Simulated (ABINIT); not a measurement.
The system is PtS2.

```xyz
3
Lattice="3.5432 0.0000 0.0000 -1.7716 3.0685 0.0000 0.0000 0.0000 5.0388" Properties=species:S:1:pos:R:3 pbc="T T T"
Pt    0.0000    0.0000    0.0000
S     1.7716    1.0228    3.8950
S     0.0000    2.0457    1.1438
```

Base run:

- Program: ABINIT 10.8.3 (patched build)
- Functional: SOGGA
- Potentials or basis: JTH PAW PBE v2.0
- Cutoff: 544 eV
- k mesh: 9 × 9 × 5
- Occupations: fermi-dirac, width 0.05 eV
- Spin: no spin polarisation

Its results: band gap on the k mesh 0.92 eV, indirect (least direct gap 0.94 eV); pressure 5.7 GPa; largest force 0.955 eV/Å.

Problem. After a change of settings the same cell gave: band gap on the k mesh 0.72 eV, indirect (least direct gap 0.90 eV); pressure 7.3 GPa; largest force 1.082 eV/Å. Which change was it?
A. functional from SOGGA to revPBE
B. functional from SOGGA to LDA; potentials or basis from JTH PAW PBE v2.0 to JTH PAW LDA v2.0
C. functional from SOGGA to PBEsol; k mesh from 9 × 9 × 5 to 7 × 7 × 4
D. functional from SOGGA to HCTH407

Solution. C.

Caveats: the PAW data sets were made with another functional, which shifts forces and pressure a little; spin-orbit coupling is left out, which moves the levels of the heavy elements; an odd mesh through Γ misses points on the zone boundary, where band edges often lie (some runs).

Runs at the PBE level aren't shown here.
